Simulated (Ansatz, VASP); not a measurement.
## Mg in VASP and in Ansatz

INCAR

```
PREC = Accurate ; ENCUT = 520
EDIFF = 1E-7 ; ISMEAR = 0
SIGMA = 0.1 ; LREAL = False
LASPH = True ; NELM = 100
ALGO = Normal ; ISIF = 2
LWAVE = False ; LCHARG = True
GGA = PS ; IVDW = 12
LELF = True ; LVHAR = True
NBANDS = 9
```

File KPOINTS:

```
Automatic mesh
0
Gamma
  6 6 4
```

Contents of POSCAR:

```
Mg
1.0
    3.1800000000      0.0000000000      0.0000000000
   -1.5900000000      2.7539608000      0.0000000000
    0.0000000000      0.0000000000      5.1600000000
Mg
2
Direct
    0.3333333000      0.6666667000      0.2500000000
    0.6666667000      0.3333333000      0.7500000000
```

Input for Ansatz:

```yaml
crystal:
  lattice:
    - [3.18, 0.0, 0.0]
    - [-1.59, 2.7539608, 0.0]
    - [0.0, 0.0, 5.16]
  atoms:
    - { symbol: Mg, position: [0.3333333, 0.6666667, 0.25] }
    - { symbol: Mg, position: [0.6666667, 0.3333333, 0.75] }
basis:
  ecutwfc: 420
kpoints:
  mp_grid: { grid: [6, 6, 4] }
hamiltonian:
  xc: pbesol
  dispersion: d3bj
scf:
  occupations: { method: gaussian, width: 0.1 }
output:
  forces: true
  stress: true
  eigenvalues: true
```

The cell was built by a generator and needn't be a form met in nature.

Alike in both runs: task single point; functional PBEsol; dispersion D3(BJ); k mesh 6 × 6 × 4; occupations gaussian, width 0.1 eV; no spin polarisation.

|  | VASP | Ansatz |
| --- | --- | --- |
| version | VASP 6.6.1 | Ansatz 0.2.0 |
| potentials or method | VASP PAW PBE potentials, release 64 (Mg) | scalar-relativistic, plane waves, PAW |
| plane-wave cutoff (eV) | 520 | 420 |
| valence electrons in the cell | 4 | 20 |

|  | VASP | Ansatz | Ansatz less VASP |
| --- | --- | --- | --- |
| gap on the k mesh at the Fermi level (eV) | none | none | - |
| pressure (GPa) | -2.1 | -2.1 | +0.05 |
| largest component of the traceless stress (GPa) | 0.19 | 0.18 | -0.010 |

A gap of «none» marks a metal or a gap that the smearing closes. The two sets of potentials don't hold the same shells in valence.

Caveats: the k mesh is coarse (spacing up to 0.38 Å⁻¹), so the values aren't converged; the PAW data sets were made with another functional, which shifts forces and pressure a little (VASP); pairwise dispersion overbinds metals, which lowers pressure and volume.
